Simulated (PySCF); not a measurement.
C₅H₅N.
Bonds: C1–C2 (aromatic), C2–C3 (aromatic), C3–N4 (aromatic), N4–C5 (aromatic), C5–C6 (aromatic), C1–C6 (aromatic). Hydrogens: H7 on C1; H8 on C2; H9 on C3; H10 on C5; H11 on C6.

Computed, not measured: B3LYP/def2-SVP geometry optimisation, gas phase in PySCF.

What internal coordinates does the optimisation give?

| bond | length (Å) | order |
| --- | --- | --- |
| C1–C2, C1–C6 | 1.397 | aromatic |
| C2–C3, C5–C6 | 1.399 | aromatic |
| C3–N4, N4–C5 | 1.336 | aromatic |
| C1–H7 | 1.093 | single |
| C2–H8, C6–H11 | 1.093 | single |
| C3–H9, C5–H10 | 1.097 | single |

Bonds in one row agree within 0.01 Å and their mean is given. Orders are formal, as drawn. A selection of angles:
| angle | degrees |
| --- | --- |
| C2–C1–C6 | 118.5 |
| C2–C1–H7 | 120.8 |
| C1–C2–C3 | 118.4 |
| C1–C2–H8 | 121.2 |
| C3–C2–H8 | 120.3 |
| C2–C3–N4 | 123.5 |
| C2–C3–H9 | 120.1 |
| N4–C3–H9 | 116.5 |
| C3–N4–C5 | 117.7 |

The 6-membered ring C1–C2–C3–N4–C5–C6 has internal angles of 117.7° to 123.5° (sum 720°, against 720° for a flat polygon); it is planar, 0.00 Å rms from its mean plane, widest ring torsion 0°. N4 (pyridine-type nitrogen) is bent (angle 117.7°). The 6 heavy atoms lie in one plane (0.000 Å rms). All 4 C–C bonds measure 1.397 to 1.399 Å.

Point group: C2v (tolerance 0.08 Å). Stationary, but not proved a minimum.
